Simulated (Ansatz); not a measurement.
# CdF2: the cost of one run

Method: DFT PBE, scalar-relativistic, plane waves, PAW, in Ansatz 0.2.0.

## Step 1: Starting point

The structure is tetragonal, space group P4_2/mmc (No. 131). The conventional cell has a = 4.284 Å, b = 4.284 Å, c = 8.568 Å, α = 90.00°, β = 90.00°, γ = 90.00°. Cd (site symmetry mmm) has 4 F at 2.14 Å in its first shell of neighbours. Around F (site symmetry mmm) lie 2 Cd at 2.14 Å. Around F (site symmetry -4m2) lie 2 Cd at 2.14 Å.

Coordinates:

```cif
data_structure
_symmetry_space_group_name_H-M 'P4_2/mmc'
_symmetry_Int_Tables_number 131
_cell_length_a 4.2840
_cell_length_b 4.2840
_cell_length_c 8.5680
_cell_angle_alpha 90.000
_cell_angle_beta 90.000
_cell_angle_gamma 90.000
_cell_volume 157.25
loop_
_atom_site_label
_atom_site_type_symbol
_atom_site_symmetry_multiplicity
_atom_site_Wyckoff_symbol
_atom_site_fract_x
_atom_site_fract_y
_atom_site_fract_z
_atom_site_occupancy
Cd1 Cd 2 a 0.00000 0.00000 0.00000 1
F1 F 2 d 0.50000 0.00000 0.00000 1
F2 F 2 e 0.00000 0.00000 0.25000 1
```

Recipe of the guess: ordered vacancies on the anion sites of rhenium trioxide (P4_2/mmc, No. 131). The dimensions are guesses.

## Step 2: The guess as it stands, on a coarse mesh

Contents of input.yaml:

```yaml
crystal:
  lattice:
    - [4.284, 0.0, 0.0]
    - [0.0, 4.284, 0.0]
    - [0.0, 0.0, 8.568]
  atoms:
    - { symbol: Cd, position: [0.0, 0.0, 0.0] }
    - { symbol: Cd, position: [0.0, 0.0, 0.5] }
    - { symbol: F, position: [0.5, 0.0, 0.0] }
    - { symbol: F, position: [0.0, 0.5, 0.5] }
    - { symbol: F, position: [0.0, 0.0, 0.25] }
    - { symbol: F, position: [0.0, 0.0, 0.75] }
basis:
  ecutwfc: 420
kpoints:
  mp_grid: { grid: [4, 4, 2] }
hamiltonian:
  xc: pbe
scf:
  occupations: { method: gaussian, width: 0.1 }
  lower_state_search: "off"
output:
  forces: true
  stress: true
  eigenvalues: true
```

Started as:

```
ansatz run input.yaml --threads 1 --pin off --max-ram 2560MiB --backend cpu --events-out ev --progress --plain --runs-dir out
```

Q: Estimate wall time and peak memory on 1 thread of Arm Neoverse N1, shared host.

About 7.6 s, with a peak of 0.37 GiB.
